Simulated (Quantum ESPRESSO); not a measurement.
Cu, 2 atoms in the cell. Symmetry: P6_3/mmc, No. 194, hexagonal system. Conventional cell: a = 2.534 Å, b = 2.534 Å, c = 4.113 Å, α = 90.00°, β = 90.00°, γ = 120.00°. Around Cu (site symmetry -6m2) lie 12 Cu at 2.52 to 2.53 Å. This isn't the form of Cu at room conditions, which is fcc.

| Item | Value |
| --- | --- |
| Program | Quantum ESPRESSO 7.5 |
| Task | single point |
| Functional | PBEsol |
| Potentials or basis | GBRV 1.5 PBEsol |
| Cutoff | 762 eV |
| Density cutoff | 6095 eV |
| k mesh | 12 × 12 × 7 |
| Occupations | fermi-dirac, width 0.05 eV |
| Spin | no spin polarisation |
| Mixing beta | 0.5 |
| Most SCF iterations | 120 |
| SCF threshold | 4e-10 Ry |

Potentials or basis: GBRV 1.5 PBEsol.

The run is started by

```console
$ OMP_NUM_THREADS=1 python run.py
```

Hardware: 2 MPI ranks on Arm Neoverse V2 (shared host).

Problem. How long does it take, and how much memory?

Solution. It took 32 s on 2 MPI ranks on Arm Neoverse V2 (shared host), peak memory 0.2 GiB a rank. Counts: scf iterations 19, k pools 2, bands 27, k points 76, g dense 24731.
